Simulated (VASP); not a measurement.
# Pd: single point with r2SCAN

Pd:

```
Pd
1.0
     0.00000    2.67843    2.67843
     2.67843    0.00000    2.67843
     2.67843    2.67843    0.00000
Pd
2
Direct
  0.87500 0.87500 0.87500
  0.12500 0.12500 0.12500
```

This isn't the form of Pd at room conditions, which is fcc.

```yaml
Program: VASP 6.6.1
Task: single point
Functional: r2SCAN
Potentials_or_basis: VASP PAW PBE potentials, release 64 (Pd)
Cutoff: 520 eV
k_mesh: 10 × 10 × 10
Occupations: fermi-dirac, width 0.05 eV
Spin: no spin polarisation
Dipole_correction: no
Further_INCAR_settings: ALGO = Normal; EDIFF = 1e-06; NBANDS = 17
```

```
Pressure               : 27.3 GPa
Band gap on the k mesh : none (metal or under the smearing width)
```

Levels at points of the mesh, in eV from the Fermi level:
| k point | band 7 | band 8 | band 9 | band 10 | band 11 | band 12 | band 13 | band 14 |
| --- | --- | --- | --- | --- | --- | --- | --- | --- |
| (0.00, 0.00, 0.00) | -1.93 | -1.93 | -1.93 | -0.19 | -0.19 | 13.80 | 13.85 | 13.85 |
| (0.50, 0.00, 0.00) | -1.47 | -1.47 | -0.61 | -0.45 | -0.45 | 1.73 | 10.31 | 10.31 |
| (0.50, 0.50, 0.00) | -2.59 | -2.59 | -0.19 | -0.19 | 2.33 | 2.33 | 5.34 | 5.34 |

It took 46 s on 1 thread of Intel(R) Xeon(R) 6975P-C (Granite Rapids) (shared host), peak memory 0.17 GiB.

Caveat: so large a pressure means that the cell lies far from this level's equilibrium, or that cutoff or potentials fall short; the potentials were made for another functional, which shifts forces and pressure.
